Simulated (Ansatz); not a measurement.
Runs of Ansatz 0.2.0 on KBr. The structure is cubic, space group Fm-3m (No. 225). The conventional cell has a = 6.600 Å, b = 6.600 Å, c = 6.600 Å, α = 90.00°, β = 90.00°, γ = 90.00°. Br (site symmetry m-3m) has 6 K at 3.30 Å as nearest neighbours. K (site symmetry m-3m) is surrounded by 6 Br at 3.30 Å. 

```csv
task,level,cell,cutoff (eV),gap on the mesh (eV),pressure (GPa),relaxed volume (Å³/atom)
relaxation of cell and atoms,BLYP,relaxed,420,(c),0.0,(a)
relaxation of cell and atoms,PBEsol,relaxed,420,4.34,0.0,(b)
relaxation of cell and atoms,r2SCAN,relaxed,500,5.07,0.0,36.01
relaxation of cell and atoms,RPBE,relaxed,420,4.40,0.0,41.43
relaxation of cell and atoms,revPBE,relaxed,420,4.40,0.0,40.94
relaxation of the atoms,PBE,atoms relaxed from: strained by +1 %,420,4.41,0.6,-
```

Alike in all rows: potentials or basis Ansatz PAW; no spin polarisation; k mesh 7 × 7 × 7; smearing fermi-dirac 0.05 eV.

Q: Estimate the missing entries.

A: (a) 39.55; (b) 35.11; (c) 4.18.

Caveats: odd divisions of the mesh miss points on the zone boundary, where band edges often lie, so the gap on the mesh can be too wide; the plane-wave basis is chosen anew once the cell has moved, so the energies of steps on either side of that aren't comparable (some runs); the PAW data sets come from PBE, with cores solved anew for the run's functional, which leaves a small shift of forces and pressure (some runs); the volume moved by over 15 % at a fixed basis, so the end points are rough (some runs); the relaxation stopped at its first step, so nothing moved (some runs); the thresholds are loose for stress (some runs).

A k mesh can miss the band edges, and the runs leave out spin-orbit coupling on Br.
